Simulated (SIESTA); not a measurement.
CdSe (Cadmoselite): band structure with PBEsol

**Experimental background.**

A printed reference work, data compilation reports, for a bulk crystal of CdSe at 2 K: band gap 1.841 eV.

CdSe (Cadmoselite):

```
CELL_PARAMETERS angstrom
4.30000 0.00000 0.00000
-2.15000 3.72391 0.00000
0.00000 0.00000 7.02000
ATOMIC_POSITIONS crystal
Cd 0.66667 0.33333 0.50000
Cd 0.33333 0.66667 0.00000
Se 0.66667 0.33333 0.88500
Se 0.33333 0.66667 0.38500
```

| Item | Value |
| --- | --- |
| Program | SIESTA 5.4.2 |
| Task | band structure |
| Functional | PBEsol |
| Potentials or basis | PseudoDojo 0.4 standard (PBEsol files) |
| Basis | DZP (energy shift 0.003 Ry; two zetas on semicore shells) |
| Grid cutoff | 800 Ry |
| Energy shift | 0.003 Ry |
| k mesh | 7 × 7 × 4 |
| Occupations | fermi-dirac, width 0.05 eV |
| Spin | no spin polarisation |

| Property | Result |
| --- | --- |
| Pressure | 0.4 GPa |
| Largest force | 0.306 eV/Å |
| Band gap on the k mesh | 0.81 eV, direct |
| Band gap along the path | 0.81 eV, direct |

Forces in eV/Å, atoms in the order of the input:
```
Cd   0.000  0.000  0.306
Cd   0.000  0.000  0.306
Se   0.000  0.000 -0.306
Se   0.000  0.000 -0.306
```

Stress tensor (GPa, compression positive):
```
 1.23  0.00  0.00
 0.00  1.22  0.00
 0.00  0.00 -1.22
```

Levels at the corners of the path, in eV from the valence-band top:
| point | band 34 | band 35 | band 36 | band 37 | band 38 | band 39 |
| --- | --- | --- | --- | --- | --- | --- |
| Γ | -0.02 | -0.02 | 0.00 | 0.81 | 2.29 | 6.32 |
| M | -1.90 | -1.25 | -0.87 | 3.43 | 3.55 | 5.00 |
| K | -1.82 | -1.82 | -1.81 | 4.70 | 4.97 | 4.97 |
| Γ | -0.02 | -0.02 | 0.00 | 0.81 | 2.29 | 6.32 |
| A | -0.40 | -0.40 | -0.40 | 2.52 | 2.52 | 6.13 |
| L | -1.42 | -1.31 | -1.31 | 3.15 | 3.15 | 5.11 |
| H | -2.54 | -1.08 | -1.08 | 4.07 | 4.07 | 6.09 |
| A | -0.40 | -0.40 | -0.40 | 2.52 | 2.52 | 6.13 |
| L | -1.42 | -1.31 | -1.31 | 3.15 | 3.15 | 5.11 |
| M | -1.90 | -1.25 | -0.87 | 3.43 | 3.55 | 5.00 |
| K | -1.82 | -1.82 | -1.81 | 4.70 | 4.97 | 4.97 |
| H | -2.54 | -1.08 | -1.08 | 4.07 | 4.07 | 6.09 |

It took 34 s on 1 thread of Intel(R) Xeon(R) 6975P-C (Granite Rapids), with other jobs on the host, peak memory 0.39 GiB.

Against the measured gap of CdSe, 1.841 eV (2 K; a printed reference work, data compilation), the calculated 0.81 eV is off by -1.04 eV. So large a miss can be the level of theory's own, or it may mean another phase, state or a wrong row. Spin-orbit coupling on Cd, Se is left out. The value is that of PBEsol in an atomic basis (PseudoDojo 0.4 standard (PBEsol files), DZP (energy shift 0.003 Ry; two zetas on semicore shells)), whose error adds to the functional's,, without temperature or zero-point motion. Semilocal functionals fall short of measured gaps as a rule.

Caveat: the basis of atomic orbitals isn't converged, which shifts pressures, moduli and gaps.
